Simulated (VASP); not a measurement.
Write the native input for VASP 6.6.1 that does the following.

```yaml
Task: electrostatic potential
Functional: LAK
Potentials_or_basis: VASP PAW PBE potentials, release 64 (Ni, Al)
Cutoff: 520 eV
k_mesh: 11 × 11 × 7
Occupations: tetrahedron
Spin: collinear spin, ferromagnetic start
Starting_moments: "[1.0, 0.0] μB"
Further_INCAR_settings: ALGO = Normal; EDIFF = 1e-06
```

The structure of AlNi lies in POSCAR:

```
AlNi
1.0
    2.3065560000     -1.3440060000     -0.0046160000
    2.3531610000      1.4208870000      0.0300090000
   -1.3522370000      0.0255100000      3.8604510000
Ni Al
1 1
Direct
    0.5000000000      0.5000000000      0.5000000000
    0.0000000000      0.0000000000      0.0000000000
```

The cell comes from a database or a generator and needn't be the stable form of this composition.

The cell isn't the ideal one: cell strained at random at fixed volume.

These files were run (other wordings do the same):

INCAR

```
PREC = Accurate ; ENCUT = 520
EDIFF = 1E-6 ; ISMEAR = -5
SIGMA = 0.05 ; LREAL = False
LASPH = True ; NELM = 150
ALGO = Normal ; ISIF = 2
LWAVE = False ; LCHARG = True
ISPIN = 2 ; MAGMOM = 1 0
LORBIT = 11 ; LMAXMIX = 4
METAGGA = LAK ; LMIXTAU = True
LVHAR = True
```

KPOINTS

```
Automatic mesh
0
Gamma
  11 11 7
```

Potentials or basis: VASP PAW PBE potentials, release 64 (Ni, Al).

Command:

```console
$ cat potpaw_PBE.64/Ni/POTCAR potpaw_PBE.64/Al/POTCAR > POTCAR
$ mpirun -np 1 vasp_std > vasp.out
```

Results of the run:

```json
{"Pressure": "2.2 GPa", "Band gap on the k mesh": "none (metal or under the smearing width)", "Net moment": "0.00 μB per cell", "Valence electrons inside the program's atomic spheres": "Ni 9.38; Al 0.85"}
```

Caveat: the PAW data sets were made with another functional, which shifts forces and pressure a little; tetrahedron occupations give inexact forces and stress in metals.

Wall time 6.8 min on 1 thread of Intel(R) Xeon(R) 6975P-C (Granite Rapids), with other jobs on the host, peak memory 0.32 GiB.
